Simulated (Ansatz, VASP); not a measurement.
## InAs: VASP beside Ansatz

Wanted: the spread between two codes on one cell, functional and k mesh. The cell is taken from a series of runs on this material, whose earlier steps may have relaxed, scaled, displaced or heated it; both programs get it as it stands.

Program: Ansatz 0.2.0. Level of theory: plane waves, with VASP 6.6.1 beside it; zone-centre phonons at LDA. Results are calculated unless marked as measured.

## (1) Starting point

The structure is orthorhombic, space group Imm2 (No. 44). Conventional cell: a = 4.261 Å, b = 4.431 Å, c = 5.886 Å, α = 90.00°, β = 90.00°, γ = 90.00°. Nearest to As lie 4 In at 2.61 to 2.64 Å. Nearest to In lie 4 As at 2.61 to 2.64 Å. Farther neighbours are not listed.

## (2) VASP: zone-centre phonons, LDA

Second derivatives magnify differences that forces hide, and they need a tight electronic threshold.

Lines of VASP's logs that name or quote its potential files are left out, and so is its time.

Contents of INCAR:

```
SYSTEM = InAs
PREC = Accurate
ENCUT = 500
EDIFF = 1E-08
NELM = 120
ISMEAR = 0
SIGMA = 0.015
LREAL = .FALSE.
ALGO = Normal
GGA = CA
NBANDS = 15
LORBIT = 11
LWAVE = .FALSE.
LCHARG = .FALSE.
ISIF = 2
ISYM = 2
IBRION = 8
LASPH = .TRUE.
GGA_COMPAT = .FALSE.
EFERMI = MIDGAP
KPAR = 2
```

Contents of POSCAR:

```
InAs
1.0
    0.0601836408      3.0731171664      2.9427527035
    3.0731171664      0.0601836408      2.9427527035
    3.1333008072      3.1333008072      0.0000000000
As In
1 1
Direct
    0.7533449788      0.7533449788      0.7466243274
    0.9966550212      0.9966550212      0.0033756726
```

Contents of KPOINTS:

```
Points of the shifted mesh
1728
Reciprocal
 0.0416666667  0.0416666667  0.0416666667 1
 0.0416666667  0.0416666667  0.1250000000 1
 0.0416666667  0.0416666667  0.2083333333 1
 0.0416666667  0.0416666667  0.2916666667 1
 0.0416666667  0.0416666667  0.3750000000 1
 0.0416666667  0.0416666667  0.4583333333 1
 0.0416666667  0.0416666667  0.5416666667 1
 0.0416666667  0.0416666667  0.6250000000 1
 0.0416666667  0.0416666667  0.7083333333 1
 0.0416666667  0.0416666667  0.7916666667 1
 0.0416666667  0.0416666667  0.8750000000 1
 0.0416666667  0.0416666667  0.9583333333 1
 0.0416666667  0.1250000000  0.0416666667 1
 0.0416666667  0.1250000000  0.1250000000 1
 0.0416666667  0.1250000000  0.2083333333 1
 0.0416666667  0.1250000000  0.2916666667 1
 0.0416666667  0.1250000000  0.3750000000 1
 0.0416666667  0.1250000000  0.4583333333 1
 0.0416666667  0.1250000000  0.5416666667 1
 0.0416666667  0.1250000000  0.6250000000 1
 0.0416666667  0.1250000000  0.7083333333 1
 0.0416666667  0.1250000000  0.7916666667 1
 0.0416666667  0.1250000000  0.8750000000 1
 0.0416666667  0.1250000000  0.9583333333 1
 0.0416666667  0.2083333333  0.0416666667 1
 0.0416666667  0.2083333333  0.1250000000 1
 0.0416666667  0.2083333333  0.2083333333 1
 0.0416666667  0.2083333333  0.2916666667 1
 0.0416666667  0.2083333333  0.3750000000 1
 0.0416666667  0.2083333333  0.4583333333 1
 0.0416666667  0.2083333333  0.5416666667 1
 0.0416666667  0.2083333333  0.6250000000 1
 0.0416666667  0.2083333333  0.7083333333 1
 0.0416666667  0.2083333333  0.7916666667 1
 0.0416666667  0.2083333333  0.8750000000 1
 0.0416666667  0.2083333333  0.9583333333 1
 0.0416666667  0.2916666667  0.0416666667 1
 0.0416666667  0.2916666667  0.1250000000 1
 0.0416666667  0.2916666667  0.2083333333 1
 0.0416666667  0.2916666667  0.2916666667 1
 0.0416666667  0.2916666667  0.3750000000 1
 0.0416666667  0.2916666667  0.4583333333 1
 0.0416666667  0.2916666667  0.5416666667 1
 0.0416666667  0.2916666667  0.6250000000 1
 0.0416666667  0.2916666667  0.7083333333 1
 0.0416666667  0.2916666667  0.7916666667 1
 0.0416666667  0.2916666667  0.8750000000 1
 0.0416666667  0.2916666667  0.9583333333 1
 0.0416666667  0.3750000000  0.0416666667 1
 0.0416666667  0.3750000000  0.1250000000 1
 0.0416666667  0.3750000000  0.2083333333 1
 0.0416666667  0.3750000000  0.2916666667 1
 0.0416666667  0.3750000000  0.3750000000 1
 0.0416666667  0.3750000000  0.4583333333 1
 0.0416666667  0.3750000000  0.5416666667 1
 0.0416666667  0.3750000000  0.6250000000 1
 0.0416666667  0.3750000000  0.7083333333 1
 0.0416666667  0.3750000000  0.7916666667 1
 0.0416666667  0.3750000000  0.8750000000 1
 0.0416666667  0.3750000000  0.9583333333 1
 0.0416666667  0.4583333333  0.0416666667 1
 0.0416666667  0.4583333333  0.1250000000 1
 0.0416666667  0.4583333333  0.2083333333 1
 0.0416666667  0.4583333333  0.2916666667 1
 0.0416666667  0.4583333333  0.3750000000 1
 0.0416666667  0.4583333333  0.4583333333 1
 0.0416666667  0.4583333333  0.5416666667 1
 0.0416666667  0.4583333333  0.6250000000 1
 0.0416666667  0.4583333333  0.7083333333 1
 0.0416666667  0.4583333333  0.7916666667 1
 0.0416666667  0.4583333333  0.8750000000 1
 0.0416666667  0.4583333333  0.9583333333 1
 0.0416666667  0.5416666667  0.0416666667 1
 0.0416666667  0.5416666667  0.1250000000 1
 0.0416666667  0.5416666667  0.2083333333 1
 0.0416666667  0.5416666667  0.2916666667 1
 0.0416666667  0.5416666667  0.3750000000 1
 0.0416666667  0.5416666667  0.4583333333 1
 0.0416666667  0.5416666667  0.5416666667 1
 0.0416666667  0.5416666667  0.6250000000 1
 0.0416666667  0.5416666667  0.7083333333 1
 0.0416666667  0.5416666667  0.7916666667 1
 0.0416666667  0.5416666667  0.8750000000 1
 0.0416666667  0.5416666667  0.9583333333 1
 0.0416666667  0.6250000000  0.0416666667 1
 0.0416666667  0.6250000000  0.1250000000 1
 0.0416666667  0.6250000000  0.2083333333 1
 0.0416666667  0.6250000000  0.2916666667 1
 0.0416666667  0.6250000000  0.3750000000 1
 0.0416666667  0.6250000000  0.4583333333 1
 0.0416666667  0.6250000000  0.5416666667 1
 0.0416666667  0.6250000000  0.6250000000 1
 0.0416666667  0.6250000000  0.7083333333 1
 0.0416666667  0.6250000000  0.7916666667 1
 0.0416666667  0.6250000000  0.8750000000 1
 0.0416666667  0.6250000000  0.9583333333 1
 0.0416666667  0.7083333333  0.0416666667 1
 0.0416666667  0.7083333333  0.1250000000 1
 0.0416666667  0.7083333333  0.2083333333 1
 0.0416666667  0.7083333333  0.2916666667 1
 0.0416666667  0.7083333333  0.3750000000 1
 0.0416666667  0.7083333333  0.4583333333 1
 0.0416666667  0.7083333333  0.5416666667 1
 0.0416666667  0.7083333333  0.6250000000 1
 0.0416666667  0.7083333333  0.7083333333 1
 0.0416666667  0.7083333333  0.7916666667 1
 0.0416666667  0.7083333333  0.8750000000 1
 0.0416666667  0.7083333333  0.9583333333 1
 0.0416666667  0.7916666667  0.0416666667 1
 0.0416666667  0.7916666667  0.1250000000 1
 0.0416666667  0.7916666667  0.2083333333 1
 0.0416666667  0.7916666667  0.2916666667 1
[... 1390 lines left out ...]
 0.8750000000  0.4583333333  0.1250000000 1
 0.8750000000  0.4583333333  0.2083333333 1
 0.8750000000  0.4583333333  0.2916666667 1
 0.8750000000  0.4583333333  0.3750000000 1
 0.8750000000  0.4583333333  0.4583333333 1
 0.8750000000  0.4583333333  0.5416666667 1
 0.8750000000  0.4583333333  0.6250000000 1
 0.8750000000  0.4583333333  0.7083333333 1
 0.8750000000  0.4583333333  0.7916666667 1
 0.8750000000  0.4583333333  0.8750000000 1
 0.8750000000  0.4583333333  0.9583333333 1
 0.8750000000  0.5416666667  0.0416666667 1
 0.8750000000  0.5416666667  0.1250000000 1
 0.8750000000  0.5416666667  0.2083333333 1
 0.8750000000  0.5416666667  0.2916666667 1
 0.8750000000  0.5416666667  0.3750000000 1
 0.8750000000  0.5416666667  0.4583333333 1
 0.8750000000  0.5416666667  0.5416666667 1
 0.8750000000  0.5416666667  0.6250000000 1
 0.8750000000  0.5416666667  0.7083333333 1
 0.8750000000  0.5416666667  0.7916666667 1
 0.8750000000  0.5416666667  0.8750000000 1
 0.8750000000  0.5416666667  0.9583333333 1
 0.8750000000  0.6250000000  0.0416666667 1
 0.8750000000  0.6250000000  0.1250000000 1
 0.8750000000  0.6250000000  0.2083333333 1
 0.8750000000  0.6250000000  0.2916666667 1
 0.8750000000  0.6250000000  0.3750000000 1
 0.8750000000  0.6250000000  0.4583333333 1
 0.8750000000  0.6250000000  0.5416666667 1
 0.8750000000  0.6250000000  0.6250000000 1
 0.8750000000  0.6250000000  0.7083333333 1
 0.8750000000  0.6250000000  0.7916666667 1
 0.8750000000  0.6250000000  0.8750000000 1
 0.8750000000  0.6250000000  0.9583333333 1
 0.8750000000  0.7083333333  0.0416666667 1
 0.8750000000  0.7083333333  0.1250000000 1
 0.8750000000  0.7083333333  0.2083333333 1
 0.8750000000  0.7083333333  0.2916666667 1
 0.8750000000  0.7083333333  0.3750000000 1
 0.8750000000  0.7083333333  0.4583333333 1
 0.8750000000  0.7083333333  0.5416666667 1
 0.8750000000  0.7083333333  0.6250000000 1
 0.8750000000  0.7083333333  0.7083333333 1
 0.8750000000  0.7083333333  0.7916666667 1
 0.8750000000  0.7083333333  0.8750000000 1
 0.8750000000  0.7083333333  0.9583333333 1
 0.8750000000  0.7916666667  0.0416666667 1
 0.8750000000  0.7916666667  0.1250000000 1
 0.8750000000  0.7916666667  0.2083333333 1
 0.8750000000  0.7916666667  0.2916666667 1
 0.8750000000  0.7916666667  0.3750000000 1
 0.8750000000  0.7916666667  0.4583333333 1
 0.8750000000  0.7916666667  0.5416666667 1
 0.8750000000  0.7916666667  0.6250000000 1
 0.8750000000  0.7916666667  0.7083333333 1
 0.8750000000  0.7916666667  0.7916666667 1
 0.8750000000  0.7916666667  0.8750000000 1
 0.8750000000  0.7916666667  0.9583333333 1
 0.8750000000  0.8750000000  0.0416666667 1
 0.8750000000  0.8750000000  0.1250000000 1
 0.8750000000  0.8750000000  0.2083333333 1
 0.8750000000  0.8750000000  0.2916666667 1
 0.8750000000  0.8750000000  0.3750000000 1
 0.8750000000  0.8750000000  0.4583333333 1
 0.8750000000  0.8750000000  0.5416666667 1
 0.8750000000  0.8750000000  0.6250000000 1
 0.8750000000  0.8750000000  0.7083333333 1
 0.8750000000  0.8750000000  0.7916666667 1
 0.8750000000  0.8750000000  0.8750000000 1
 0.8750000000  0.8750000000  0.9583333333 1
 0.8750000000  0.9583333333  0.0416666667 1
 0.8750000000  0.9583333333  0.1250000000 1
 0.8750000000  0.9583333333  0.2083333333 1
 0.8750000000  0.9583333333  0.2916666667 1
 0.8750000000  0.9583333333  0.3750000000 1
 0.8750000000  0.9583333333  0.4583333333 1
 0.8750000000  0.9583333333  0.5416666667 1
 0.8750000000  0.9583333333  0.6250000000 1
 0.8750000000  0.9583333333  0.7083333333 1
 0.8750000000  0.9583333333  0.7916666667 1
 0.8750000000  0.9583333333  0.8750000000 1
 0.8750000000  0.9583333333  0.9583333333 1
 0.9583333333  0.0416666667  0.0416666667 1
 0.9583333333  0.0416666667  0.1250000000 1
 0.9583333333  0.0416666667  0.2083333333 1
 0.9583333333  0.0416666667  0.2916666667 1
 0.9583333333  0.0416666667  0.3750000000 1
 0.9583333333  0.0416666667  0.4583333333 1
 0.9583333333  0.0416666667  0.5416666667 1
 0.9583333333  0.0416666667  0.6250000000 1
 0.9583333333  0.0416666667  0.7083333333 1
 0.9583333333  0.0416666667  0.7916666667 1
 0.9583333333  0.0416666667  0.8750000000 1
 0.9583333333  0.0416666667  0.9583333333 1
 0.9583333333  0.1250000000  0.0416666667 1
 0.9583333333  0.1250000000  0.1250000000 1
 0.9583333333  0.1250000000  0.2083333333 1
 0.9583333333  0.1250000000  0.2916666667 1
 0.9583333333  0.1250000000  0.3750000000 1
 0.9583333333  0.1250000000  0.4583333333 1
 0.9583333333  0.1250000000  0.5416666667 1
 0.9583333333  0.1250000000  0.6250000000 1
 0.9583333333  0.1250000000  0.7083333333 1
 0.9583333333  0.1250000000  0.7916666667 1
 0.9583333333  0.1250000000  0.8750000000 1
 0.9583333333  0.1250000000  0.9583333333 1
 0.9583333333  0.2083333333  0.0416666667 1
 0.9583333333  0.2083333333  0.1250000000 1
 0.9583333333  0.2083333333  0.2083333333 1
 0.9583333333  0.2083333333  0.2916666667 1
 0.9583333333  0.2083333333  0.3750000000 1
 0.9583333333  0.2083333333  0.4583333333 1
 0.9583333333  0.2083333333  0.5416666667 1
 0.9583333333  0.2083333333  0.6250000000 1
 0.9583333333  0.2083333333  0.7083333333 1
 0.9583333333  0.2083333333  0.7916666667 1
 0.9583333333  0.2083333333  0.8750000000 1
 0.9583333333  0.2083333333  0.9583333333 1
 0.9583333333  0.2916666667  0.0416666667 1
 0.9583333333  0.2916666667  0.1250000000 1
 0.9583333333  0.2916666667  0.2083333333 1
 0.9583333333  0.2916666667  0.2916666667 1
 0.9583333333  0.2916666667  0.3750000000 1
 0.9583333333  0.2916666667  0.4583333333 1
 0.9583333333  0.2916666667  0.5416666667 1
 0.9583333333  0.2916666667  0.6250000000 1
 0.9583333333  0.2916666667  0.7083333333 1
 0.9583333333  0.2916666667  0.7916666667 1
 0.9583333333  0.2916666667  0.8750000000 1
 0.9583333333  0.2916666667  0.9583333333 1
 0.9583333333  0.3750000000  0.0416666667 1
 0.9583333333  0.3750000000  0.1250000000 1
 0.9583333333  0.3750000000  0.2083333333 1
 0.9583333333  0.3750000000  0.2916666667 1
 0.9583333333  0.3750000000  0.3750000000 1
 0.9583333333  0.3750000000  0.4583333333 1
 0.9583333333  0.3750000000  0.5416666667 1
 0.9583333333  0.3750000000  0.6250000000 1
 0.9583333333  0.3750000000  0.7083333333 1
 0.9583333333  0.3750000000  0.7916666667 1
 0.9583333333  0.3750000000  0.8750000000 1
 0.9583333333  0.3750000000  0.9583333333 1
 0.9583333333  0.4583333333  0.0416666667 1
 0.9583333333  0.4583333333  0.1250000000 1
 0.9583333333  0.4583333333  0.2083333333 1
 0.9583333333  0.4583333333  0.2916666667 1
 0.9583333333  0.4583333333  0.3750000000 1
 0.9583333333  0.4583333333  0.4583333333 1
 0.9583333333  0.4583333333  0.5416666667 1
 0.9583333333  0.4583333333  0.6250000000 1
 0.9583333333  0.4583333333  0.7083333333 1
 0.9583333333  0.4583333333  0.7916666667 1
 0.9583333333  0.4583333333  0.8750000000 1
 0.9583333333  0.4583333333  0.9583333333 1
 0.9583333333  0.5416666667  0.0416666667 1
 0.9583333333  0.5416666667  0.1250000000 1
 0.9583333333  0.5416666667  0.2083333333 1
 0.9583333333  0.5416666667  0.2916666667 1
 0.9583333333  0.5416666667  0.3750000000 1
 0.9583333333  0.5416666667  0.4583333333 1
 0.9583333333  0.5416666667  0.5416666667 1
 0.9583333333  0.5416666667  0.6250000000 1
 0.9583333333  0.5416666667  0.7083333333 1
 0.9583333333  0.5416666667  0.7916666667 1
 0.9583333333  0.5416666667  0.8750000000 1
 0.9583333333  0.5416666667  0.9583333333 1
 0.9583333333  0.6250000000  0.0416666667 1
 0.9583333333  0.6250000000  0.1250000000 1
 0.9583333333  0.6250000000  0.2083333333 1
 0.9583333333  0.6250000000  0.2916666667 1
 0.9583333333  0.6250000000  0.3750000000 1
 0.9583333333  0.6250000000  0.4583333333 1
 0.9583333333  0.6250000000  0.5416666667 1
 0.9583333333  0.6250000000  0.6250000000 1
 0.9583333333  0.6250000000  0.7083333333 1
 0.9583333333  0.6250000000  0.7916666667 1
 0.9583333333  0.6250000000  0.8750000000 1
 0.9583333333  0.6250000000  0.9583333333 1
 0.9583333333  0.7083333333  0.0416666667 1
 0.9583333333  0.7083333333  0.1250000000 1
 0.9583333333  0.7083333333  0.2083333333 1
 0.9583333333  0.7083333333  0.2916666667 1
 0.9583333333  0.7083333333  0.3750000000 1
 0.9583333333  0.7083333333  0.4583333333 1
 0.9583333333  0.7083333333  0.5416666667 1
 0.9583333333  0.7083333333  0.6250000000 1
 0.9583333333  0.7083333333  0.7083333333 1
 0.9583333333  0.7083333333  0.7916666667 1
 0.9583333333  0.7083333333  0.8750000000 1
 0.9583333333  0.7083333333  0.9583333333 1
 0.9583333333  0.7916666667  0.0416666667 1
 0.9583333333  0.7916666667  0.1250000000 1
 0.9583333333  0.7916666667  0.2083333333 1
 0.9583333333  0.7916666667  0.2916666667 1
 0.9583333333  0.7916666667  0.3750000000 1
 0.9583333333  0.7916666667  0.4583333333 1
 0.9583333333  0.7916666667  0.5416666667 1
 0.9583333333  0.7916666667  0.6250000000 1
 0.9583333333  0.7916666667  0.7083333333 1
 0.9583333333  0.7916666667  0.7916666667 1
 0.9583333333  0.7916666667  0.8750000000 1
 0.9583333333  0.7916666667  0.9583333333 1
 0.9583333333  0.8750000000  0.0416666667 1
 0.9583333333  0.8750000000  0.1250000000 1
 0.9583333333  0.8750000000  0.2083333333 1
 0.9583333333  0.8750000000  0.2916666667 1
 0.9583333333  0.8750000000  0.3750000000 1
 0.9583333333  0.8750000000  0.4583333333 1
 0.9583333333  0.8750000000  0.5416666667 1
 0.9583333333  0.8750000000  0.6250000000 1
 0.9583333333  0.8750000000  0.7083333333 1
 0.9583333333  0.8750000000  0.7916666667 1
 0.9583333333  0.8750000000  0.8750000000 1
 0.9583333333  0.8750000000  0.9583333333 1
 0.9583333333  0.9583333333  0.0416666667 1
 0.9583333333  0.9583333333  0.1250000000 1
 0.9583333333  0.9583333333  0.2083333333 1
 0.9583333333  0.9583333333  0.2916666667 1
 0.9583333333  0.9583333333  0.3750000000 1
 0.9583333333  0.9583333333  0.4583333333 1
 0.9583333333  0.9583333333  0.5416666667 1
 0.9583333333  0.9583333333  0.6250000000 1
 0.9583333333  0.9583333333  0.7083333333 1
 0.9583333333  0.9583333333  0.7916666667 1
 0.9583333333  0.9583333333  0.8750000000 1
 0.9583333333  0.9583333333  0.9583333333 1
```

Potentials, in the order of the species: As and In_d (LDA family, release 64).

The run is started by

```sh
$ mpirun -np 2 vasp_std
```

Numbers of over 12 decimals in the logs are rounded to 6 here.

The log of the run:

```text
[banner, memory and clock lines left out]
running    2 mpi-ranks, on    1 nodes
[...]
LDA part: xc-table for (Slater(with rela. corr.)+CA(PZ))
 , standard interpolation
 POSCAR, INCAR and KPOINTS ok, starting setup
[...]
entering main loop
       N       E                     dE             d eps       ncg     rms          rms(c)
DAV:   1     0.111737202781E+03    0.11174E+03   -0.82221E+03 52069   0.126E+03
DAV:   2    -0.146034929534E+01   -0.11320E+03   -0.10892E+03 55963   0.300E+02
DAV:   3    -0.911633693033E+01   -0.76560E+01   -0.76098E+01 66841   0.794E+01
DAV:   4    -0.931505806301E+01   -0.19872E+00   -0.19866E+00 62921   0.144E+01
[...]
DAV:  12    -0.901150795121E+01    0.25858E-05   -0.51274E-06 78098   0.303E-02    0.643E-03
DAV:  13    -0.901150799988E+01   -0.48670E-07   -0.71911E-07 65490   0.499E-03    0.125E-03
DAV:  14    -0.901150799863E+01    0.12499E-08   -0.29847E-08 65940   0.219E-03
   1 F= -.90115080E+01 E0= -.90115080E+01  d E =-.110041E-42
 Linear response reoptimize wavefunctions to high precision
DAV:   1    -0.901150799877E+01   -0.13642E-09   -0.23782E-09 52759   0.756E-04
DAV:   2    -0.901150799883E+01   -0.58208E-10   -0.59395E-10 36350   0.192E-04
 Linear response DOF=           4
 Linear response progress:
  Degree of freedom:   1/  4
       N       E                     dE             d eps       ncg     rms          rms(c)
RMM:   1    -0.476890480446E-01   -0.47689E-01    0.63862E-02108935   0.155E+00
RMM:   2    -0.452934016210E-01    0.23956E-02    0.17082E-03 80986   0.577E-01    0.110E-01
RMM:   3    -0.459948305832E-01   -0.70143E-03   -0.19747E-03 95530   0.247E-01    0.467E-02
RMM:   4    -0.461581668733E-01   -0.16334E-03   -0.15752E-04 97575   0.833E-02    0.108E-02
[...]
RMM:   9    -0.461697989846E-01   -0.62744E-06    0.18293E-08 99924   0.419E-04    0.763E-05
RMM:  10    -0.461698685613E-01   -0.69577E-07    0.30353E-08106800   0.167E-04    0.706E-05
RMM:  11    -0.461698673630E-01    0.11983E-08   -0.64920E-08111815   0.664E-05    0.219E-05
 first order change of Fermi-energy  -0.36255E+00
 force on displaced ion       1 direction 1 :  -7.465   0.287   0.001
 Linear response progress:
  Degree of freedom:   2/  4
       N       E                     dE             d eps       ncg     rms          rms(c)
RMM:   1    -0.471628841153E-01   -0.47163E-01    0.65312E-02108936   0.153E+00
RMM:   2    -0.452676404466E-01    0.18952E-02    0.12267E-03 81526   0.554E-01    0.104E-01
RMM:   3    -0.458807145891E-01   -0.61307E-03   -0.18852E-03 95376   0.235E-01    0.449E-02
RMM:   4    -0.460284376274E-01   -0.14772E-03   -0.14408E-04 97159   0.801E-02    0.106E-02
[...]
RMM:   9    -0.460427609770E-01   -0.42958E-06   -0.27749E-09100819   0.354E-04    0.213E-04
RMM:  10    -0.460430182317E-01   -0.25725E-06    0.53106E-08108532   0.144E-04    0.675E-05
RMM:  11    -0.460430160194E-01    0.22123E-08   -0.25379E-08109313   0.547E-05    0.136E-05
 first order change of Fermi-energy   0.81839E+00
 force on displaced ion       1 direction 3 :   0.001   0.001  -7.286
 Linear response progress:
  Degree of freedom:   3/  4
       N       E                     dE             d eps       ncg     rms          rms(c)
RMM:   1    -0.235597653682E+00   -0.23560E+00   -0.94642E-02 70089   0.490E+00
RMM:   2    -0.238033930546E+00   -0.24363E-02   -0.13317E-02 88290   0.104E+00    0.790E-02
RMM:   3    -0.237985361148E+00    0.48569E-04   -0.15537E-03 96095   0.322E-01    0.388E-02
RMM:   4    -0.237794960310E+00    0.19040E-03   -0.14169E-04 97862   0.106E-01    0.203E-02
[...]
RMM:  12    -0.237759842836E+00    0.75345E-07    0.13206E-07106841   0.722E-05    0.161E-05
RMM:  13    -0.237759958108E+00   -0.11527E-06    0.73321E-08103017   0.412E-05    0.143E-05
RMM:  14    -0.237759959377E+00   -0.12689E-08    0.34505E-08112843   0.232E-05    0.192E-05
 first order change of Fermi-energy   0.36256E+00
 force on displaced ion       2 direction 1 :  -7.474   0.280   0.001
 Linear response progress:
  Degree of freedom:   4/  4
       N       E                     dE             d eps       ncg     rms          rms(c)
RMM:   1    -0.235338432303E+00   -0.23534E+00   -0.88923E-02 70044   0.494E+00
RMM:   2    -0.237841282071E+00   -0.25028E-02   -0.13033E-02 88121   0.103E+00    0.767E-02
RMM:   3    -0.237776421672E+00    0.64860E-04   -0.15126E-03 96100   0.318E-01    0.369E-02
RMM:   4    -0.237573811637E+00    0.20261E-03   -0.13217E-04 97678   0.103E-01    0.194E-02
[...]
RMM:  12    -0.237525293771E+00    0.14104E-07    0.75913E-08109556   0.706E-05    0.143E-05
RMM:  13    -0.237525343913E+00   -0.50142E-07    0.44800E-08102583   0.397E-05    0.151E-05
RMM:  14    -0.237525349509E+00   -0.55954E-08    0.23531E-08114806   0.227E-05    0.302E-05
 first order change of Fermi-energy  -0.81839E+00
 force on displaced ion       2 direction 3 :   0.001   0.001  -7.275
 Linear response finished
```

(Part 1 of 2 ends here.)

[Lines on the potential files, build, host, timing and source positions are cut from VASP's logs without a mark.]

[Logs are printed without paths, hosts, clocks, repeated set-up lines and the standing remarks that a program may print on its own settings, such as how far it seeks lower states.]

[Hosts, paths, dates, database ids (printed as entryN), source tags and the programs' standing remarks are cut or masked in the printed files.]
